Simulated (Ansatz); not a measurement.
# ZnO: the cost of one run

Method: DFT PBEsol, scalar-relativistic, plane waves, PAW, in Ansatz 0.2.0.

3 further runs of the same task are left out: 3 set aside as unsound or not needed. Runs told in other sessions of the task aren't counted.

## Step 1: Starting point

The cell holds 36 atoms (GaO18Zn17): a = 7.648 Å, b = 7.648 Å, c = 7.648 Å, α = 78.63°, β = 78.63°, γ = 78.63°.

The coordinates of this cell stand in the input of its own run.

The host was relaxed before at PBEsol: a = 3.231 Å, b = 3.231 Å, c = 5.214 Å, α = 90.00°, β = 90.00°, γ = 120.00° (conventional cell), 11.781 Å³/atom.

Places, in fractions of the supercell: Ga in place of Zn at (0.278, 0.611, 0.611). The start keeps the symmetry of the ideal site.

## Step 2: Band edges of the host over the zone

File input.yaml:

```yaml
crystal:
  lattice:
    - [3.2305167399, 0.0, 0.0]
    - [-1.6152583699, 2.7977095641, 0.0]
    - [0.0, 0.0, 5.213936246]
  atoms:
    - { symbol: Zn, position: [0.6666666667, 0.3333333333, 0.5006385768] }
    - { symbol: Zn, position: [0.3333333333, 0.6666666667, 0.0006385768] }
    - { symbol: O, position: [0.6666666667, 0.3333333333, 0.8796714232] }
    - { symbol: O, position: [0.3333333333, 0.6666666667, 0.3796714232] }
basis:
  ecutwfc: 420
  xc_grid: 2
kpoints:
  mp_grid: { grid: [9, 9, 6] }
  band_path: { path: [VBM, CBM], npoints: 2 }
hamiltonian:
  xc: pbesol
scf:
  occupations: { method: gaussian, width: 0.02 }
output:
  forces: true
  stress: true
  eigenvalues: true
```

Run with:

```sh
ansatz run input.yaml --threads 8 --pin off --max-ram 16384MiB --backend cpu --events-out ev --progress --plain --runs-dir out
```

Q: Estimate wall time and peak memory on 8 threads of Arm Neoverse V1, shared host.

About 1.7 s, with a peak of 0.44 GiB.
